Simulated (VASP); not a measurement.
# Al2HRu2 in VASP: a series of runs

Runs on Al2HRu2. Level: PBE. Tasks: single point.

Everything below comes from runs of VASP 6.6.1. Logs are shortened: lines on timing, memory, paths and dates and some standing lists are left out, and cuts for length are marked.

### Step 1. Starting point

The cell holds a slab with vacuum, 5 atoms: a = 2.992 Å, b = 2.992 Å, c = 23.487 Å, α = 90.00°, β = 90.00°, γ = 90.00°.

### Step 2. Single point, PBE

INCAR reads:

```
ALGO     = Fast           # electronic algorithm
DIPOL    = 0.5 0.5 0.502
EDIFF    = 1E-7           # SCF threshold, eV
ENCUT    = 520            # plane-wave cutoff, eV
GGA      = PE             # functional
IDIPOL   = 3            
ISIF     = 2              # what is computed and relaxed
ISMEAR   = -1             # smearing method
LASPH    = T              # aspherical terms in the spheres
LCHARG   = F              # write CHGCAR
LDIPOL   = T            
LREAL    = F              # projectors in reciprocal space
LWAVE    = F              # write WAVECAR
NBANDS   = 26             # bands
NELM     = 100            # most SCF steps
PREC     = Accurate       # precision mode
SIGMA    = 0.15           # smearing width, eV
```

KPOINTS reads:

```
k-points
0
Gamma
  6 6 1
```

POSCAR reads:

```
Al2HRu2
1.0
    2.9916000000      0.0000000000      0.0000000000
    0.0000000000      2.9916000000      0.0000000000
    0.0000000000      0.0000000000     23.4874000000
Al Ru H
2 2 1
Direct
    0.0000000000      0.0000000000      0.3789265734
    0.0000000000      0.0000000000      0.5062969933
    0.5000000000      0.5000000000      0.4426117833
    0.5000000000      0.5000000000      0.5699822032
    1.0000000000      0.5000000000      0.6106785775
```

Potentials or basis: VASP PAW PBE potentials, release 64 (Al, Ru_pv, H).

On the command line:

```bash
$ cat potpaw_PBE.64/Al/POTCAR potpaw_PBE.64/Ru_pv/POTCAR potpaw_PBE.64/H/POTCAR > POTCAR
$ mpirun -np 1 vasp_std > vasp.out
```

OUTCAR:

```text
EDIFF = 1E-7
   ENCUT = 520
   GGA = PE
   ISIF = 2
   ISMEAR = -1
   LASPH = T
   LREAL = F
   NELM = 100
   PREC = Accurate

 ion  position               nearest neighbor table
   1  0.000  0.000  0.379-   3 2.59   3 2.59   3 2.59   3 2.59   2 2.99
   2  0.000  0.000  0.506-   4 2.59   4 2.59   4 2.59   4 2.59   3 2.59   3 2.59   3 2.59   3 2.59
                             1 2.99
   3  0.500  0.500  0.443-   1 2.59   1 2.59   1 2.59   1 2.59   2 2.59   2 2.59   2 2.59   2 2.59
                             4 2.99
   4  0.500  0.500  0.570-   5 1.78   5 1.78   2 2.59   2 2.59   2 2.59   2 2.59   3 2.99
   5  0.000  0.500  0.611-   4 1.78   4 1.78

  LATTYP: Found a simple tetragonal cell.
 ALAT       =     2.9916000000
 C/A-ratio  =     7.8511164594

  Lattice vectors:

 A1 = (   2.9916000000,   0.0000000000,   0.0000000000)
 A2 = (   0.0000000000,   2.9916000000,   0.0000000000)
 A3 = (   0.0000000000,   0.0000000000,  23.4874000000)

Analysis of symmetry for initial positions (statically):
=====================================================================
 Subroutine PRICEL returns:
 Original cell was already a primitive cell.

 Routine SETGRP: Setting up the symmetry group for a
 simple tetragonal supercell.

 Subroutine GETGRP returns: Found  4 space group operations
 (whereof  4 operations were pure point group operations)
 out of a pool of 16 trial point group operations.

The static configuration has the point symmetry C_2v.

Analysis of symmetry for dynamics (positions and initial velocities):
=====================================================================
 Subroutine PRICEL returns:
 Original cell was already a primitive cell.

 Routine SETGRP: Setting up the symmetry group for a
 simple tetragonal supercell.

 Subroutine GETGRP returns: Found  4 space group operations
 (whereof  4 operations were pure point group operations)
 out of a pool of 16 trial point group operations.

The dynamic configuration has the point symmetry C_2v.

 Subroutine INISYM returns: Found  4 space group operations
 (whereof  4 operations are pure point group operations),
 and found     1 'primitive' translations

----------------------------------------------------------------------------------------

                                     Primitive cell

  volume of cell :     210.2045

[... 93 lines left out ...]
   POTIM  = 0.5000    time-step for ionic-motion
   TEBEG  =    0.0;   TEEND  =   0.0 temperature during run
   PSTRESS=    0.0 pullay stress
   NELECT =      35.0000    total number of electrons
   NUPDOWN=      -1.0000    fix difference up-down
   EMIN   =  10.00;   EMAX   =-10.00  energy-range for DOS
   EFERMI =   0.00;   METHOD = LEGACY
   ISMEAR =    -1;   SIGMA  =   0.15  broadening in eV -4-tet -1-fermi 0-gaus
   EFERMI_NEDOS =   21; number of points for ismear=-14 and -15
   IALGO  =     68    algorithm
   IMIX   =      4    mixing-type and parameters
     AMIX     =   0.40;   BMIX     =  1.00
     AMIX_MAG =   1.60;   BMIX_MAG =  1.00
  volume/ion in A,a.u.               =      42.04       283.71
  Fermi-wavevector in a.u.,A,eV,Ry     =   0.900638  1.701959 11.036345  0.811148
  Thomas-Fermi vector in A             =   2.023620
   LORBIT       =      0    0 simple, 1 ext, 2 COOP (PROOUT), +10 PAW based schemes
   GGA     = PE    functional components
   LHFCALC =     F    Hartree Fock is set to
   AEXX    =    0.0000 exact exchange contribution
   IVDW    =     0    specifies the selected vdW correction
   LEPSILON=     F    determine dielectric tensor
   LRPA    =     F    only Hartree local field effects (RPA)
 non-spin polarized calculation
 RMM-DIIS sequential band-by-band and
  energy-cutoff  :      520.00
  volume of cell :      210.20
 maximum number of plane-waves:      5689
 NGX is ok and might be reduce to    24

 dipolmoment           0.000000      0.000000     -0.021487 electrons x Angstroem

 number of electron      34.9999995 magnetization

 dipolmoment           0.000000      0.000000      0.100858 electrons x Angstroem

 Free energy of the ion-electron system (eV)
  ---------------------------------------------------
  ext. energy  EPLUGINS =         0.00000000
  ---------------------------------------------------
  free energy    TOTEN  =       -29.46815450 eV

  energy without entropy =      -29.15978523  energy(sigma->0) =      -29.31396987

 E-fermi :  -0.3727     XC(G=0):  -4.2867

 val. band max:       -0.4169907648   @ k =   0.1667   0.0000   0.0000
 cond. band min:      -0.3064250469   @ k =   0.3333   0.3333   0.0000
 fundamental gap:      0.1105657179
 Fermi energy:        -0.3726769060

 k-point     1 :       0.0000    0.0000    0.0000
  band No.  band energies     occupation
      1     -42.4590      2.00000
      2     -42.4186      2.00000
      3     -42.3490      2.00000
      4     -42.2835      2.00000
      5     -42.2623      2.00000
      6     -42.1680      2.00000
[... 453 lines left out ...]
     25       4.6809      0.00000
     26       4.8260      0.00000

------------------------ aborting loop because EDIFF is reached ----------------------------------------

 vacuum level on the upper side and lower side of the slab       (xc-potential included)         0.987        -1.006

  FORCE on cell =-STRESS in cart. coord.  units (eV):
  Direction    XX          YY          ZZ          XY          YZ          ZX
  --------------------------------------------------------------------------------------
  -------------------------------------------------------------------------------------
  Total       -2.6951209     -1.1569828     -1.9680045      0.0000000      0.0000000      0.0000000
  in kB      -20.5421945     -8.8185158    -15.0001182      0.0000000      0.0000000      0.0000000
  external PRESSURE =     -14.7869428 kB  Pullay stress =       0.0000000 kB

 VOLUME and BASIS-vectors are now :
 -----------------------------------------------------------------------------
  energy-cutoff  :      520.00
  volume of cell :      210.20
      direct lattice vectors                 reciprocal lattice vectors
     2.991600000  0.000000000  0.000000000     0.334269287  0.000000000  0.000000000
     0.000000000  2.991600000  0.000000000     0.000000000  0.334269287  0.000000000
     0.000000000  0.000000000 23.487400000     0.000000000  0.000000000  0.042576019

 POSITION                                       TOTAL-FORCE (eV/Angst)
 -----------------------------------------------------------------------------------
      0.00000      0.00000      8.90000         0.000000      0.000000      1.205143
      0.00000      0.00000     11.89160         0.000000      0.000000      0.249870
      1.49580      1.49580     10.39580         0.000000      0.000000     -1.293835
      1.49580      1.49580     13.38740         0.000000      0.000000     -0.134309
      0.00000      1.49580     14.34325         0.000000      0.000000     -0.026869
 -----------------------------------------------------------------------------------
    total drift:                                0.000000     -0.000000      0.000232

  FREE ENERGIE OF THE ION-ELECTRON SYSTEM (eV)
  ---------------------------------------------------
  free  energy   TOTEN  =       -29.4681545045 eV

  energy  without entropy=      -29.1597852287  energy(sigma->0) =      -29.31396987

 vacuum level on the upper side and lower side of the slab         5.058         3.019
```

OSZICAR:

```text
N       E                     dE             d eps       ncg     rms          rms(c)
DAV:   1     0.206923360750E+03    0.20692E+03   -0.18584E+04  1064   0.108E+03
DAV:   2    -0.251650122114E+02   -0.23209E+03   -0.22365E+03   970   0.279E+02
DAV:   3    -0.320681982146E+02   -0.69032E+01   -0.67589E+01  1106   0.466E+01
DAV:   4    -0.322088403957E+02   -0.14064E+00   -0.14053E+00  1334   0.588E+00
[... 20 lines left out ...]
RMM:  25    -0.294681532329E+02   -0.12465E-05   -0.87762E-08   576   0.814E-04    0.426E-04
RMM:  26    -0.294681539324E+02   -0.69951E-06   -0.49039E-08   545   0.673E-04    0.272E-04
RMM:  27    -0.294681542195E+02   -0.28709E-06   -0.19041E-08   496   0.545E-04    0.106E-04
RMM:  28    -0.294681544188E+02   -0.19936E-06   -0.17286E-08   452   0.468E-04    0.488E-05
RMM:  29    -0.294681545045E+02   -0.85688E-07   -0.46732E-09   365   0.413E-04
   1 F= -.29468155E+02 E0= -.29313970E+02  d E =-.308369E+00
```

stdout:

```text
POSCAR found type information on POSCAR AlRuH
 POSCAR found :  3 types and       5 ions
 scaLAPACK will be used
 LDA part: xc-table for (Slater+PW92), standard interpolation
 POSCAR, INCAR and KPOINTS ok, starting setup
 FFT: planning ... GRIDC
 FFT: planning ... GRID_SOFT
 FFT: planning ... GRID
 WAVECAR not read
 entering main loop
WARNING in EDDRMM: call to ZHEGV failed, returncode =   6  3     26
```

It took 2.5 min on 1 thread of Intel Xeon Platinum 8259CL at 2.50GHz (Skylake/Cascade Lake), shared host; peak memory 0.36 GiB.

What came out:

```
Free energy            : -29.4682 eV
Largest force          : 1.294 eV/Å
Band gap on the k mesh : none (metal or under the smearing width)
```

Forces in eV/Å, atoms in the order of the input:
```
Al   0.000  0.000  1.205
Al   0.000  0.000  0.250
Ru   0.000  0.000 -1.294
Ru   0.000  0.000 -0.134
H    0.000  0.000 -0.027
```

### Step 3. Single point, PBE

This run uses another cell than the first one: it holds 4 atoms, not 5.

INCAR reads:

```
ALGO     = Normal         # electronic algorithm
DIPOL    = 0.5 0.5 0.500
EDIFF    = 1E-6           # SCF threshold, eV
ENCUT    = 520            # plane-wave cutoff, eV
GGA      = PE             # functional
IDIPOL   = 3            
ISIF     = 2              # what is computed and relaxed
ISMEAR   = -1             # smearing method
LASPH    = T              # aspherical terms in the spheres
LCHARG   = T              # write CHGCAR
LDIPOL   = T            
LELF     = T              # ELF
LREAL    = F              # projectors in reciprocal space
LVACPOTAV= T            
LVHAR    = T            
LWAVE    = F              # write WAVECAR
NBANDS   = 25             # bands
NELM     = 100            # most SCF steps
PREC     = Accurate       # precision mode
SIGMA    = 0.15           # smearing width, eV
```

KPOINTS is that of step 2.

POSCAR reads:

```
AlRu
1.0
    2.9916000000      0.0000000000      0.0000000000
    0.0000000000      2.9916000000      0.0000000000
    0.0000000000      0.0000000000     23.4874000000
Al Ru
2 2
Direct
    0.0000000000      0.0000000000      0.4044721851
    0.0000000000      0.0000000000      0.5318426050
    0.5000000000      0.5000000000      0.4681573950
    0.5000000000      0.5000000000      0.5955278149
```

Potentials or basis: VASP PAW PBE potentials, release 64 (Al, Ru_pv).

On the command line:

```bash
$ cat potpaw_PBE.64/Al/POTCAR potpaw_PBE.64/Ru_pv/POTCAR > POTCAR
$ mpirun -np 1 vasp_std > vasp.out
```

It took 79 s on 1 thread of Intel Xeon Platinum 8259CL at 2.50GHz (Skylake/Cascade Lake), shared host; peak memory 0.32 GiB.

It converged, with:

| Item | Value |
| --- | --- |
| Free energy | -25.3704 eV |
| Largest force | 1.153 eV/Å |
| Band gap on the k mesh | none (metal or under the smearing width) |
| Work function of the upper face | 4.39 eV |
| Work function of the lower face | 3.41 eV |

Forces in eV/Å, atoms in the order of the input:
```
Al   0.000  0.000  1.153
Al   0.000  0.000  0.341
Ru   0.000  0.000 -1.037
Ru   0.000  0.000 -0.458
```

Levels at points of the mesh, in eV from the Fermi level:
```csv
k point,band 15,band 16,band 17,band 18,band 19,band 20
"(0.00, 0.00, 0.00)",-0.10,-0.09,-0.09,0.11,0.12,0.62
"(0.50, 0.00, 0.00)",-0.85,-0.76,-0.07,0.17,0.24,1.00
"(0.50, 0.50, 0.00)",0.21,0.21,1.40,1.48,1.68,3.51
```
